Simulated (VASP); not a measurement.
# CuO (Tenorite) (C2/c) in VASP: settings compared

The runs below take CuO (Tenorite) through equation of state, with PBE, PBEsol.

Program: VASP 6.6.1. These are calculated values, not measurements. Logs are shortened: lines on timing, memory, paths and dates and some standing lists are left out, and cuts for length are marked.

### Step 1. The crystal as given

The structure is monoclinic, space group C2/c (No. 15). The conventional cell has a = 4.684 Å, b = 3.423 Å, c = 5.129 Å, α = 90.00°, β = 99.54°, γ = 90.00°. Cu (site symmetry -1) has 4 O at 1.95 to 1.96 Å as nearest neighbours. O (site symmetry 2) has 4 Cu at 1.95 to 1.96 Å as nearest neighbours.

### Step 2. Equation of state, PBE, 9.53 Å³/atom (volume scaled by 0.94)

The input, INCAR:

```
ALGO = Normal
EDIFF = 1E-7
ENCUT = 520
GGA = PE
ISIF = 2
ISMEAR = -1
LASPH = True
LCHARG = False
LREAL = False
LWAVE = False
NBANDS = 25
NELM = 60
PREC = Accurate
SIGMA = 0.05
```

The input, KPOINTS:

```
k-points
0
Gamma
  10 10 5
```

The input, POSCAR:

```
CuO
1.0
    2.2940437287     -1.6763657078      0.0000000000
    2.2940437287      1.6763657078      0.0000000000
   -0.8326750593      0.0000000000      4.9546185987
Cu O
2 2
Direct
    0.5000000000      0.0000000000      0.5000000000
    0.0000000000      0.5000000000      0.0000000000
    0.4184000000      0.5816000000      0.7500000000
    0.5816000000      0.4184000000      0.2500000000
```

Potentials or basis: VASP PAW PBE potentials, release 64 (Cu, O).

Run with:

```sh
$ cat potpaw_PBE.64/Cu/POTCAR potpaw_PBE.64/O/POTCAR > POTCAR
$ mpirun -np 1 vasp_std > vasp.out
```

OUTCAR:

```text
EDIFF = 1E-7
   ENCUT = 520
   GGA = PE
   ISIF = 2
   ISMEAR = -1
   LASPH = True
   LREAL = False
   NELM = 60
   PREC = Accurate

 ion  position               nearest neighbor table
   1  0.500  0.000  0.500-   3 1.91   4 1.91   4 1.92   3 1.92
   2  0.000  0.500  0.000-   4 1.91   3 1.91   4 1.92   3 1.92
   3  0.418  0.582  0.750-   2 1.91   1 1.91   2 1.92   1 1.92
   4  0.582  0.418  0.250-   1 1.91   2 1.91   2 1.92   1 1.92

  LATTYP: Found a base centered monoclinic cell.
 ALAT       =     4.5880874574
 B/A-ratio  =     0.7307470589
 C/A-ratio  =     1.0950317057
 COS(beta)  =    -0.1657361228

  Lattice vectors:

 A1 = (   2.2940437287,  -1.6763657078,   0.0000000000)
 A2 = (   2.2940437287,   1.6763657078,   0.0000000000)
 A3 = (  -0.8326750593,   0.0000000000,   4.9546185987)

Analysis of symmetry for initial positions (statically):
=====================================================================
 Subroutine PRICEL returns:
 Original cell was already a primitive cell.

 Routine SETGRP: Setting up the symmetry group for a
 base centered monoclinic supercell.

 Subroutine GETGRP returns: Found  4 space group operations
 (whereof  2 operations were pure point group operations)
 out of a pool of  4 trial point group operations.

The static configuration has the point symmetry S_2 .
 The point group associated with its full space group is C_2h.

Analysis of symmetry for dynamics (positions and initial velocities):
=====================================================================
 Subroutine PRICEL returns:
 Original cell was already a primitive cell.

 Routine SETGRP: Setting up the symmetry group for a
 base centered monoclinic supercell.

 Subroutine GETGRP returns: Found  4 space group operations
 (whereof  2 operations were pure point group operations)
 out of a pool of  4 trial point group operations.

The dynamic configuration has the point symmetry S_2 .
 The point group associated with its full space group is C_2h.

 Subroutine INISYM returns: Found  4 space group operations
 (whereof  2 operations are pure point group operations),
 and found     1 'primitive' translations

----------------------------------------------------------------------------------------

[... 118 lines left out ...]
   LSORBIT =      F    spin-orbit coupling
   LASPH  =      T    aspherical Exc in radial PAW
   ENCUT  =  520.0 eV  38.22 Ry    6.18 a.u.   5.28  5.28  9.34*2*pi/ulx,y,z
   NELM   =     60;   NELMIN=  2; NELMDL= -5     # of ELM steps
   EDIFF  = 0.1E-06   stopping-criterion for ELM
   LREAL  =      F    real-space projection
   EDIFFG = 0.1E-05   stopping-criterion for IOM
   NSW    =      0    number of steps for IOM
   IBRION =     -1    ionic relax: 0-MD 1-quasi-New 2-CG
   NFREE  =      0    steps in history (QN), initial steepest desc. (CG)
   ISIF   =      2    stress and relaxation
   ISYM   =      2    0-nonsym 1-usesym 2-fastsym
   POTIM  = 0.5000    time-step for ionic-motion
   TEBEG  =    0.0;   TEEND  =   0.0 temperature during run
   PSTRESS=    0.0 pullay stress
   NELECT =      34.0000    total number of electrons
   NUPDOWN=      -1.0000    fix difference up-down
   EMIN   =  10.00;   EMAX   =-10.00  energy-range for DOS
   EFERMI =   0.00;   METHOD = LEGACY
   ISMEAR =    -1;   SIGMA  =   0.05  broadening in eV -4-tet -1-fermi 0-gaus
   EFERMI_NEDOS =   21; number of points for ismear=-14 and -15
   IALGO  =     38    algorithm
   IMIX   =      4    mixing-type and parameters
     AMIX     =   0.40;   BMIX     =  1.00
     AMIX_MAG =   1.60;   BMIX_MAG =  1.00
  volume/ion in A,a.u.               =       9.53        64.29
  Fermi-wavevector in a.u.,A,eV,Ry     =   1.576029  2.978263 33.795074  2.483868
  Thomas-Fermi vector in A             =   2.676924
   LORBIT       =      0    0 simple, 1 ext, 2 COOP (PROOUT), +10 PAW based schemes
   GGA     = PE    functional components
   LHFCALC =     F    Hartree Fock is set to
   AEXX    =    0.0000 exact exchange contribution
   IVDW    =     0    specifies the selected vdW correction
   LEPSILON=     F    determine dielectric tensor
   LRPA    =     F    only Hartree local field effects (RPA)
 non-spin polarized calculation
  energy-cutoff  :      520.00
  volume of cell :       38.11
 maximum number of plane-waves:      1039
 NGX is ok and might be reduce to    24
   NGX = 11   NGY = 11   NGZ = 19

 number of electron      33.9999992 magnetization

 Free energy of the ion-electron system (eV)
  ---------------------------------------------------
  ext. energy  EPLUGINS =         0.00000000
  ---------------------------------------------------
  free energy    TOTEN  =       -19.33324582 eV

  energy without entropy =      -19.31480979  energy(sigma->0) =      -19.32402780

 E-fermi :   6.6009     XC(G=0): -12.2729

 val. band max:        6.5791107151   @ k =   0.4000   0.0000   0.0000
 cond. band min:       6.6036970637   @ k =  -0.1000   0.0000   0.4000
 fundamental gap:      0.0245863486
 Fermi energy:         6.6009015986

 k-point     1 :       0.0000    0.0000    0.0000
  band No.  band energies     occupation
      1     -13.9507      2.00000
      2     -12.4443      2.00000
      3      -2.2055      2.00000
      4       0.5518      2.00000
      5       0.9660      2.00000
      6       2.9550      2.00000
[... 1109 lines left out ...]
     24      22.2268      0.00000
     25      24.0161      0.00000

 [... further k-points ...]

------------------------ aborting loop because EDIFF is reached ----------------------------------------

  FORCE on cell =-STRESS in cart. coord.  units (eV):
  Direction    XX          YY          ZZ          XY          YZ          ZX
  --------------------------------------------------------------------------------------
  -------------------------------------------------------------------------------------
  Total        4.8711846      4.2380598      5.1326161      0.0000000      0.0000000     -0.7115969
  in kB      204.8021393    178.1832936    215.7936576      0.0000000      0.0000000    -29.9180937
  external PRESSURE =     199.5930302 kB  Pullay stress =       0.0000000 kB

 VOLUME and BASIS-vectors are now :
 -----------------------------------------------------------------------------
  energy-cutoff  :      520.00
  volume of cell :       38.11
      direct lattice vectors                 reciprocal lattice vectors
     2.294043729 -1.676365708  0.000000000     0.217955741 -0.298264274  0.036629723
     2.294043729  1.676365708  0.000000000     0.217955741  0.298264274  0.036629723
    -0.832675059  0.000000000  4.954618599     0.000000000  0.000000000  0.201831883

 POSITION                                       TOTAL-FORCE (eV/Angst)
 -----------------------------------------------------------------------------------
      0.73068     -0.83818      2.47731        -0.000000      0.000000      0.000000
      1.14702      0.83818      0.00000        -0.000000     -0.000000      0.000000
      1.66954      0.27358      3.71596         0.000000      0.001047      0.000000
      2.08587     -0.27358      1.23865         0.000000     -0.001047      0.000000
 -----------------------------------------------------------------------------------
    total drift:                                0.000000     -0.000000     -0.000000

  FREE ENERGIE OF THE ION-ELECTRON SYSTEM (eV)
  ---------------------------------------------------
  free  energy   TOTEN  =       -19.3332458186 eV

  energy  without entropy=      -19.3148097868  energy(sigma->0) =      -19.32402780
```

OSZICAR:

```text
N       E                     dE             d eps       ncg     rms          rms(c)
DAV:   1     0.293103851808E+03    0.29310E+03   -0.16508E+04  7562   0.221E+03
DAV:   2     0.100468267593E+02   -0.28306E+03   -0.26103E+03  7170   0.402E+02
DAV:   3    -0.242919875258E+02   -0.34339E+02   -0.32431E+02  8598   0.155E+02
DAV:   4    -0.253916272490E+02   -0.10996E+01   -0.10932E+01  8736   0.298E+01
DAV:   5    -0.254115538189E+02   -0.19927E-01   -0.19917E-01  9186   0.357E+00    0.174E+01
DAV:   6    -0.222786014944E+02    0.31330E+01   -0.32730E+01 10011   0.150E+02    0.122E+01
DAV:   7    -0.192833232583E+02    0.29953E+01   -0.90015E+00  8555   0.113E+02    0.260E+00
DAV:   8    -0.193697478080E+02   -0.86425E-01   -0.13593E+00  7669   0.808E+00    0.164E+00
DAV:   9    -0.193378471971E+02    0.31901E-01   -0.53696E-02 12372   0.679E+00    0.515E-01
DAV:  10    -0.193337949127E+02    0.40523E-02   -0.13313E-02 10758   0.200E+00    0.316E-01
DAV:  11    -0.193331676874E+02    0.62723E-03   -0.55816E-03 10681   0.708E-01    0.451E-02
DAV:  12    -0.193332110295E+02   -0.43342E-04   -0.22408E-04  8890   0.159E-01    0.301E-02
DAV:  13    -0.193332479208E+02   -0.36891E-04   -0.34715E-05 10537   0.668E-02    0.110E-02
DAV:  14    -0.193332460086E+02    0.19122E-05   -0.14616E-06 11495   0.350E-02    0.491E-03
DAV:  15    -0.193332458699E+02    0.13871E-06   -0.17537E-06 10751   0.148E-02    0.465E-04
DAV:  16    -0.193332458186E+02    0.51306E-07   -0.51638E-08  4033   0.272E-03
   1 F= -.19333246E+02 E0= -.19324028E+02  d E =-.184360E-01
```

stdout:

```text
POSCAR found type information on POSCAR CuO
 POSCAR found :  2 types and       4 ions
 scaLAPACK will be used
 LDA part: xc-table for (Slater+PW92), standard interpolation
 POSCAR, INCAR and KPOINTS ok, starting setup
 FFT: planning ... GRIDC
 FFT: planning ... GRID_SOFT
 FFT: planning ... GRID
 WAVECAR not read
 entering main loop
```

Wall time 51 s (1 thread of Intel Xeon 6975P-C (Granite Rapids), shared host); peak memory 0.24 GiB.

Results:

| Property | Result |
| --- | --- |
| Free energy | -19.3332 eV |
| Pressure | 20.0 GPa |
| Band gap on the k mesh | none (metal or under the smearing width) |

Caveat: the run has no spin polarisation, though such a crystal can be magnetic; semilocal functionals often make such compounds metallic where correlation or magnetic order opens a gap, which also shifts bond lengths.

### Step 3. Equation of state, PBE, 9.73 Å³/atom (volume scaled by 0.96)

The input, INCAR:

```
SYSTEM = CuO
PREC     = Accurate       ! precision mode
ENCUT    = 520            ! plane-wave cutoff, eV
EDIFF    = 1E-7           ! SCF threshold, eV
ISMEAR   = -1             ! smearing method
SIGMA    = 0.05           ! smearing width, eV
LREAL    = .FALSE.        ! projectors in reciprocal space
LASPH    = .TRUE.         ! aspherical terms in the spheres
NELM     = 100            ! most SCF steps
ALGO     = Normal         ! electronic algorithm
ISIF     = 2              ! what is computed and relaxed
LWAVE    = .FALSE.        ! write WAVECAR
LCHARG   = .FALSE.        ! write CHGCAR
GGA      = PE             ! functional
NBANDS   = 25             ! bands
```

The input, KPOINTS:

```
Automatic mesh
0
G
  10 10 5
  0 0 0
```

The input, POSCAR:

```
CuO
1.0
    2.3101994985     -1.6881714891      0.0000000000
    2.3101994985      1.6881714891      0.0000000000
   -0.8385391614      0.0000000000      4.9895114286
Cu O
2 2
Direct
    0.5000000000      0.0000000000      0.5000000000
    0.0000000000      0.5000000000      0.0000000000
    0.4184000000      0.5816000000      0.7500000000
    0.5816000000      0.4184000000      0.2500000000
```

Potentials or basis: VASP PAW PBE potentials, release 64 (Cu, O).

Run with:

```sh
$ cat potpaw_PBE.64/Cu/POTCAR potpaw_PBE.64/O/POTCAR > POTCAR
$ mpirun -np 1 vasp_std > vasp.out
```

It took 55 s on 1 thread of Intel Xeon 6975P-C (Granite Rapids), shared host; peak memory 0.24 GiB.

The run converged. Its results:

| Property | Result |
| --- | --- |
| Free energy | -19.4226 eV |
| Pressure | 14.9 GPa |
| Largest force | 0.079 eV/Å |
| Band gap on the k mesh | none (metal or under the smearing width) |

Caveat: the run has no spin polarisation, though such a crystal can be magnetic; semilocal functionals often make such compounds metallic where correlation or magnetic order opens a gap, which also shifts bond lengths.

### Step 4. Equation of state, PBE, 9.93 Å³/atom (volume scaled by 0.98)

The input, INCAR:

```
ALGO = Normal ; EDIFF = 1E-7
ENCUT = 520 ; GGA = PE
ISIF = 2 ; ISMEAR = -1
LASPH = True ; LCHARG = False
LREAL = False ; LWAVE = False
NBANDS = 25 ; NELM = 100
PREC = Accurate ; SIGMA = 0.05
```

The input, KPOINTS:

```
k-points
0
Gamma
  10 10 5
```

The input, POSCAR:

```
CuO
1.0
    2.3261324123     -1.6998144190      0.0000000000
    2.3261324123      1.6998144190      0.0000000000
   -0.8443223728      0.0000000000      5.0239229397
Cu O
2 2
Direct
    0.5000000000      0.0000000000      0.5000000000
    0.0000000000      0.5000000000      0.0000000000
    0.4184000000      0.5816000000      0.7500000000
    0.5816000000      0.4184000000      0.2500000000
```

Run with:

```sh
$ cat potpaw_PBE.64/Cu/POTCAR potpaw_PBE.64/O/POTCAR > POTCAR
$ mpirun -np 1 vasp_std > vasp.out
```

It took 52 s on 1 thread of Intel Xeon 6975P-C (Granite Rapids), shared host; peak memory 0.24 GiB.

The run converged. Its results:

```
Free energy            : -19.4878 eV
Pressure               : 10.4 GPa
Largest force          : 0.152 eV/Å
Band gap on the k mesh : none (metal or under the smearing width)
```

Caveat: the run has no spin polarisation, though such a crystal can be magnetic; semilocal functionals often make such compounds metallic where correlation or magnetic order opens a gap, which also shifts bond lengths.

### Step 5. Equation of state, PBE, 10.34 Å³/atom (volume scaled by 1.02)

The input, INCAR:

```
SYSTEM = CuO
ALGO = Normal
EDIFF = 1E-7
ENCUT = 520
GGA = PE
ISIF = 2
ISMEAR = -1
LASPH = .TRUE.
LCHARG = .FALSE.
LREAL = .FALSE.
LWAVE = .FALSE.
NBANDS = 25
NELM = 60
PREC = Accurate
SIGMA = 0.05
```

The input, KPOINTS:

```
k-points
0
G
  10 10 5
  0 0 0
```

The input, POSCAR:

```
CuO
1.0
    2.3573593924     -1.7226334429      0.0000000000
    2.3573593924      1.7226334429      0.0000000000
   -0.8556569116      0.0000000000      5.0913661947
Cu O
2 2
Direct
    0.5000000000      0.0000000000      0.5000000000
    0.0000000000      0.5000000000      0.0000000000
    0.4184000000      0.5816000000      0.7500000000
    0.5816000000      0.4184000000      0.2500000000
```

Run with:

```sh
$ cat potpaw_PBE.64/Cu/POTCAR potpaw_PBE.64/O/POTCAR > POTCAR
$ mpirun -np 1 vasp_std > vasp.out
```

It took 54 s on 1 thread of Intel Xeon 6975P-C (Granite Rapids), shared host; peak memory 0.24 GiB.

It converged, with:

```
Free energy            : -19.5555 eV
Pressure               : 2.8 GPa
Largest force          : 0.281 eV/Å
Band gap on the k mesh : none (metal or under the smearing width)
```

Caveat: the run has no spin polarisation, though such a crystal can be magnetic; semilocal functionals often make such compounds metallic where correlation or magnetic order opens a gap, which also shifts bond lengths.

### Step 6. Equation of state, PBE, 10.54 Å³/atom (volume scaled by 1.04)

The input, INCAR:

```
PREC = Accurate
ENCUT = 520
EDIFF = 1E-7
ISMEAR = -1
SIGMA = 0.05
LREAL = False
LASPH = True
NELM = 100
ALGO = Normal
ISIF = 2
LWAVE = False
LCHARG = False
GGA = PE
NBANDS = 25
```

The input, KPOINTS:

```
Automatic mesh
0
Gamma
  10 10 5
```

The input, POSCAR:

```
CuO
1.0
    2.3726673498     -1.7338196878      0.0000000000
    2.3726673498      1.7338196878      0.0000000000
   -0.8612132810      0.0000000000      5.1244279405
Cu O
2 2
Direct
    0.5000000000      0.0000000000      0.5000000000
    0.0000000000      0.5000000000      0.0000000000
    0.4184000000      0.5816000000      0.7500000000
    0.5816000000      0.4184000000      0.2500000000
```

Potentials or basis: VASP PAW PBE potentials, release 64 (Cu, O).

Run with:

```sh
$ cat potpaw_PBE.64/Cu/POTCAR potpaw_PBE.64/O/POTCAR > POTCAR
$ mpirun -np 1 vasp_std > vasp.out
```

It took 55 s on 1 thread of Intel Xeon 6975P-C (Granite Rapids), shared host; peak memory 0.24 GiB.

It converged, with:

```
Free energy            : -19.5624 eV
Pressure               : -0.5 GPa
Largest force          : 0.337 eV/Å
Band gap on the k mesh : none (metal or under the smearing width)
```

Caveat: the run has no spin polarisation, though such a crystal can be magnetic; semilocal functionals often make such compounds metallic where correlation or magnetic order opens a gap, which also shifts bond lengths.

### Step 7. Equation of state, PBE, 10.74 Å³/atom (volume scaled by 1.06)

The input, INCAR:

```
SYSTEM = CuO
  PREC = Accurate
  ENCUT = 520
  EDIFF = 1E-7
  ISMEAR = -1
  SIGMA = 0.05
  LREAL = .False.
  LASPH = .True.
  NELM = 100
  ALGO = Normal
  ISIF = 2
  LWAVE = .False.
  LCHARG = .False.
  GGA = PE
  NBANDS = 25
```

The input, KPOINTS:

```
Automatic mesh
0
Gamma
  10 10 5
  0 0 0
```

The input, POSCAR:

```
CuO
1.0
    2.3877802882     -1.7448634230      0.0000000000
    2.3877802882      1.7448634230      0.0000000000
   -0.8666988638      0.0000000000      5.1570684890
Cu O
2 2
Direct
    0.5000000000      0.0000000000      0.5000000000
    0.0000000000      0.5000000000      0.0000000000
    0.4184000000      0.5816000000      0.7500000000
    0.5816000000      0.4184000000      0.2500000000
```

Run with:

```sh
$ cat potpaw_PBE.64/Cu/POTCAR potpaw_PBE.64/O/POTCAR > POTCAR
$ mpirun -np 1 vasp_std > vasp.out
```

Wall time 58 s (1 thread of Intel Xeon 6975P-C (Granite Rapids), shared host); peak memory 0.25 GiB.

It converged, with:

* Free energy: -19.5537 eV
* Pressure: -3.4 GPa
* Largest force: 0.389 eV/Å
* Band gap on the k mesh: none (metal or under the smearing width)

Caveat: the run has no spin polarisation, though such a crystal can be magnetic; semilocal functionals often make such compounds metallic where correlation or magnetic order opens a gap, which also shifts bond lengths.

### Step 8. Equation of state, PBE

Potentials or basis: VASP PAW PBE potentials, release 64 (Cu, O).

This step only gathers the single runs of the series.

What came out:

```
Equilibrium volume                        : 10.52 Å³/atom
Bulk modulus at fixed shape and positions : 161 GPa
Pressure derivative of the bulk modulus   : 4.7
```

Energy against volume, from the lowest point:
```
volume (Å³/atom)  energy (meV/atom)
           9.527              57.30
           9.730              34.97
           9.932              18.66
          10.135               7.78
          10.338               1.72
          10.540               0.00
          10.743               2.17
```

Caveat: the cell was scaled at fixed shape and fractional positions, which overstates the stiffness of a crystal with free parameters, most of all of layers and chains; the run has no spin polarisation, though such a crystal can be magnetic.

### Step 9. Equation of state, PBEsol, 9.53 Å³/atom (volume scaled by 0.94)

The input, INCAR:

```
SYSTEM = CuO
  ALGO = Normal
  EDIFF = 1E-7
  ENCUT = 520
  GGA = PS
  ISIF = 2
  ISMEAR = -1
  LASPH = .TRUE.
  LCHARG = .FALSE.
  LREAL = .FALSE.
  LWAVE = .FALSE.
  NBANDS = 25
  NELM = 60
  PREC = Accurate
  SIGMA = 0.05
```

The input, KPOINTS:

```
k-points
0
G
  10 10 5
  0 0 0
```

The input, POSCAR:

```
CuO
1.0
    2.2940437287     -1.6763657078      0.0000000000
    2.2940437287      1.6763657078      0.0000000000
   -0.8326750593      0.0000000000      4.9546185987
Cu O
2 2
Direct
    0.5000000000      0.0000000000      0.5000000000
    0.0000000000      0.5000000000      0.0000000000
    0.4184000000      0.5816000000      0.7500000000
    0.5816000000      0.4184000000      0.2500000000
```

Potentials or basis: VASP PAW PBE potentials, release 64 (Cu, O).

Run with:

```sh
$ cat potpaw_PBE.64/Cu/POTCAR potpaw_PBE.64/O/POTCAR > POTCAR
$ mpirun -np 1 vasp_std > vasp.out
```

It took 91 s on 1 thread of AMD EPYC 9R45 (Zen 5), shared host; peak memory 0.21 GiB.

The run converged. Its results:

- Free energy: -21.2886 eV
- Pressure: 10.5 GPa
- Largest force: 0.108 eV/Å
- Band gap on the k mesh: none (metal or under the smearing width)

Caveat: the PAW data sets were made with another functional, which shifts forces and pressure a little; the run has no spin polarisation, though such a crystal can be magnetic; semilocal functionals often make such compounds metallic where correlation or magnetic order opens a gap, which also shifts bond lengths.

[end of part 1 of 2]
